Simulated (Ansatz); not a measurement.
# NaF: the cell at several levels of theory

How does the equilibrium cell of NaF in the wurtzite structure depend on the functional? It is relaxed with PBE, r2SCAN, PBEsol, LDA and HSE06. This is a trial cell built on a prototype, not taken from a measured structure, and it needn't be the compound's ground state.

Program: Ansatz 0.2.0. PAW datasets, plane waves, zero pressure. (Calculated; spin-unpolarised; the phase may be known or hypothetical.)

## 1. Starting point

This is the cell as the run starts from it, not yet at rest; its lengths are not the crystal's.

Space group P6_3mc (No. 186), hexagonal; a = 3.193 Å, c = 5.215 Å in the conventional setting, 11.51 Å³ an atom. Near Na stand 4 F at 1.96 Å; near F stand 4 Na at 1.96 Å.

The structure in full:

```
Na F
1.0
     3.19332    0.00000    0.00000
    -1.59666    2.76549    0.00000
     0.00000    0.00000    5.21469
Na F
2 2
Cartesian
  0.0000 1.8437 0.0000
  1.5967 0.9218 2.6073
  0.0000 1.8437 1.9555
  1.5967 0.9218 4.5629
```

## 2. Relaxing with PBE

Contents of input.yaml:

```yaml
crystal:
  lattice:
    - [3.193318128, 0.0, 0.0]
    - [-1.596659064, 2.7654946212, 0.0]
    - [0.0, 0.0, 5.214688503]
  atoms:
    - { symbol: Na, position: [0.3333333333, 0.6666666667, 0.0] }
    - { symbol: Na, position: [0.6666666667, 0.3333333333, 0.5] }
    - { symbol: F, position: [0.3333333333, 0.6666666667, 0.375] }
    - { symbol: F, position: [0.6666666667, 0.3333333333, 0.875] }
kpoints:
  mp_grid: { grid: [12, 12, 4] }
hamiltonian:
  xc: pbe
scf:
  occupations: { method: fermi_dirac, width: 0.02 }
relax:
  f_tol: 0.005
  cell: {}
```

Run with:

```console
ansatz run input.yaml --threads 2 --pin off --max-ram 2211MiB --backend cpu --events-out ev --progress --plain --runs-dir out
```

After this run come: Relaxing with r2SCAN; Relaxation with PBEsol; Relaxing with LDA; HSE06: cell and atoms.

Q: Predict the outcome of this session. Wanted: for each run, a; c; volume; space group; SCF geometries.

The runs gave:

| level | a (Å) | c (Å) | volume (Å³/atom) | space group | SCF geometries |
| --- | --- | --- | --- | --- | --- |
| PBE | 3.942 | 4.656 | 15.663 | P6_3/mmc | 25 |
| r2SCAN | 3.868 | 4.551 | 14.744 | P6_3/mmc | 5 |
| PBEsol | 3.893 | 4.584 | 15.042 | P6_3/mmc | 6 |
| LDA | 3.793 | 4.460 | 13.896 | P6_3/mmc | 8 |
| HSE06 | 3.896 | 4.593 | 15.097 | P6_3/mmc | 6 |

**Reading.** The first relaxation changed the volume by +36.1 % from the start. The volume runs from LDA (least) to PBE (most), a spread of 12.7 %, or 4.1 % in length if all axes shared it alike. The meshes differ: PBE 12×12×4, r2SCAN 6×6×6, PBEsol 6×6×6, LDA 6×6×6, HSE06 6×6×4. The cell started from the wurtzite prototype, but the relaxation took it to the higher symmetry P6_3/mmc (No. 194), so the name no longer describes it.
